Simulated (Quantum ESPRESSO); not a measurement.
## CoO under changes of volume

One of the cells (9.578 Å³/atom); the others are scaled copies at fixed shape and fractional positions:

```
Co O
1.0
     1.50547    0.86918    2.43993
    -1.50547    0.86918    2.43993
     0.00000   -1.73837    2.43993
Co O
1 1
Cartesian
  0.0000 0.0000 0.0000
  0.0000 0.0000 3.6599
```

The cell is a database's computed one.

* Program: Quantum ESPRESSO 7.5
* Functional: PBE
* Potentials or basis: SSSP 1.3 efficiency PBE
* Cutoff: 748 eV
* Density cutoff: 5987 eV
* k mesh: 11 × 11 × 11
* Occupations: fermi-dirac, width 0.05 eV
* Spin: collinear spin, ferromagnetic start
* Starting moments: [2.0, 0.0] μB

```csv
volume (Å³/atom),energy over the lowest point (meV/atom),pressure (GPa),moment (μB per cell)
9.003,?,?,?
9.195,10.16,7.9,2.91
9.387,2.75,3.9,2.96
9.578,0.00,0.1,2.98
9.770,1.76,-3.4,2.99
9.961,7.63,-6.6,3.00
10.153,17.19,-9.6,3.00
```

**Question.** What does the run at 9.003 Å³/atom give?

**Answer.** Energy over the lowest point 22.40 meV/atom; pressure 12.2 GPa; moment 2.85 μB per cell.

Worked out: A Birch-Murnaghan fit of order 3 (a polynomial in V^(-2/3)) to the other rows has its minimum at 9.60 Å³/atom with B0 = V·E''(V) = 184 GPa and B' = 2.9 at fixed shape and positions, which overstates the stiffness. It gives 22.83 meV/atom at 9.003 Å³/atom, against the run's 22.40, and -dE/dV = 12.8 GPa, against 12.2. A parabola through the other rows of the moment, of slope 0.276 μB per Å³/atom there, extrapolates to 2.87 μB, against the run's 2.85.

Energies are extrapolated to zero smearing.

Caveats: a cell with one magnetic atom can't hold antiferromagnetic order, which such compounds often take.
